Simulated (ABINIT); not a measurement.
The system is BaH2.

```
CELL_PARAMETERS angstrom
4.46203 0.00000 0.00000
-2.23101 3.86423 0.00000
0.00000 0.00000 6.05529
ATOMIC_POSITIONS crystal
Ba 0.33333 0.66667 0.25000
Ba 0.66667 0.33333 0.75000
H 0.00000 0.00000 0.00000
H 0.00000 0.00000 0.50000
H 0.66667 0.33333 0.25000
H 0.33333 0.66667 0.75000
```

The cell comes from a database or a generator and needn't be the stable form of this composition.

- Program: ABINIT 10.8.3 (patched build)
- Task: relaxation of cell and atoms
- Functional: LDA
- Potentials or basis: JTH PAW LDA v2.0
- Cutoff: 680 eV
- k mesh: 7 × 7 × 5
- Occupations: fermi-dirac, width 0.05 eV
- Spin: no spin polarisation

At the start: pressure -3.0 GPa; volume 17.40 Å³/atom.

**Question.** Where does the relaxation end?

**Answer.** Over 9 steps the energy falls by 16.2 meV/atom and the volume is 15.80 Å³/atom (-9.2 %); space group P6_3/mmc (No. 194, to 0.05 Å).

The path:
| step | energy change (eV) | largest force (eV/Å) | pressure (GPa) | volume (Å³) |
| --- | --- | --- | --- | --- |
| 1 | 0.0000 | 0.0000 | -3.01 | 104.41 |
| 2 | -0.0171 | 0.0000 | -2.73 | 103.45 |
| 3 | -0.0869 | 0.0000 | 0.26 | 95.11 |
| 4 | -0.0882 | 0.0000 | 0.00 | 95.68 |
| 5 | -0.0903 | 0.0000 | -0.20 | 96.01 |
| 6 | -0.0944 | 0.0000 | -0.39 | 96.09 |
| 7 | -0.0967 | 0.0000 | -0.28 | 95.52 |
| 8 | -0.0973 | 0.0000 | -0.08 | 94.97 |
| 9 | -0.0974 | 0.0000 | -0.01 | 94.81 |

Final structure:
```cif
data_structure
_symmetry_space_group_name_H-M 'P 1'
_symmetry_Int_Tables_number 1
_cell_length_a 4.3679
_cell_length_b 4.3679
_cell_length_c 5.7386
_cell_angle_alpha 90.000
_cell_angle_beta 90.000
_cell_angle_gamma 120.000
_cell_volume 94.81
loop_
_atom_site_label
_atom_site_type_symbol
_atom_site_fract_x
_atom_site_fract_y
_atom_site_fract_z
_atom_site_occupancy
Ba1 Ba 0.33333 0.66667 0.25000 1
Ba2 Ba 0.66667 0.33333 0.75000 1
H1 H 0.00000 0.00000 0.00000 1
H2 H 0.00000 0.00000 0.50000 1
H3 H 0.66667 0.33333 0.25000 1
H4 H 0.33333 0.66667 0.75000 1
```

Caveat: this set's barium file shifts pressures by 1.5 GPa and gaps by 0.1 eV against other sets.
